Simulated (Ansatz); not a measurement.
Runs of Ansatz 0.2.0 on TiO2 (Anatase). It takes space group I4_1/amd (No. 141, tetragonal). Conventional cell: a = 3.784 Å, b = 3.784 Å, c = 9.515 Å, α = 90.00°, β = 90.00°, γ = 90.00°. Ti (site symmetry -4m2) is surrounded by 6 O at 1.93 to 1.98 Å. O (site symmetry 2mm) is surrounded by 3 Ti at 1.93 to 1.98 Å. 

```tsv
task	level	potentials or basis	U	cell	k mesh	cutoff (eV)	hubbard projectors	double counting	gap on the mesh (eV)	pressure (GPa)	relaxed volume (Å³/atom)	largest force (eV/Å)
relaxation of cell and atoms	revPBE+D3(BJ)	Ansatz PAW	-	relaxed	10 × 10 × 10	420	-	-	2.12	0.0	(c)	0.01
single point	PBE0	Ansatz PAW	-	as given	6 × 6 × 6	420	-	-	4.41	-2.2	-	0.16
single point	PBE	Ansatz PAW	-	as given	10 × 10 × 10	500	-	-	2.14	(b)	-	(a)
relaxation of cell and atoms	PBE+U	Ansatz PAW	Ti d U = 3 eV	relaxed	10 × 10 × 10	420	ortho-atomic (the default)	fll (the default)	2.49	0.0	11.82	-
```

Alike in all rows: no spin polarisation; smearing fermi-dirac 0.05 eV.

Q: Estimate the missing entries.

A: (a) 0.10; (b) 5.2; (c) 11.41.

Caveats: the plane-wave basis is chosen anew once the cell has moved, so the energies of steps on either side of that aren't comparable (some runs); the PAW data sets come from PBE, with cores solved anew for the run's functional, which leaves a small shift of forces and pressure (some runs); the thresholds are loose for stress (some runs).

A k mesh can miss the band edges.
